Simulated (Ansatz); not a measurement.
# CuO in Ansatz: the effect of pseudo set

CuO:

```
Cu O
1.0
     2.30558   -1.72961    0.07281
     2.31576    1.74354    0.04815
    -0.70809   -0.03897    5.12907
Cu O
2 2
Direct
  0.01425 0.47965 0.06043
  0.47088 0.15407 0.47412
  0.56927 0.29603 0.26394
  0.44560 0.57025 0.70150
```

The cell isn't the ideal one: all atoms moved at random, sigma 0.25 Å a component, cell strained at random, sigma 0.03.

Alike in all runs:

| Item | Value |
| --- | --- |
| Program | Ansatz 0.2.0 |
| Task | band structure |
| Functional | PBE |
| k mesh | 10 × 10 × 5 |
| Occupations | fermi-dirac, width 0.05 eV |
| Spin | no spin polarisation |

```tsv
pseudo set	cutoff	pressure (GPa)	largest force (eV/Å)
Ansatz PAW	420 eV (not typed: the program's choice for these potentials)	97.2	42.02
Ansatz PAW accurate	1050 eV	97.7	42.11
SSSP efficiency PAW	1225 eV	100.8	43.68
JTH PAW	1380 eV (not typed: the program's choice for these potentials)	97.7	41.79
SPMS NC	1034 eV (not typed: the program's choice for these potentials)	?	?
PseudoDojo standard	1252 eV	97.7	42.10
PseudoDojo stringent	1415 eV	97.6	42.09
Ansatz PAW earlier set	930 eV (not typed: the program's choice for these potentials)	97.8	42.18
Ansatz NC	1252 eV (not typed: the program's choice for these potentials)	97.6	41.95
```

**Question.** What does the run with pseudo set SPMS NC give?

**Answer.** Pressure 99.3 GPa; largest force 42.62 eV/Å.

Caveats: the cell as given lies far from equilibrium; the run has no spin polarisation, though such a crystal can be magnetic; forces of over 1 eV/Å show positions far from the minimum, so gaps and moduli don't describe the material at rest.

The runs don't all hold the same shells in valence.
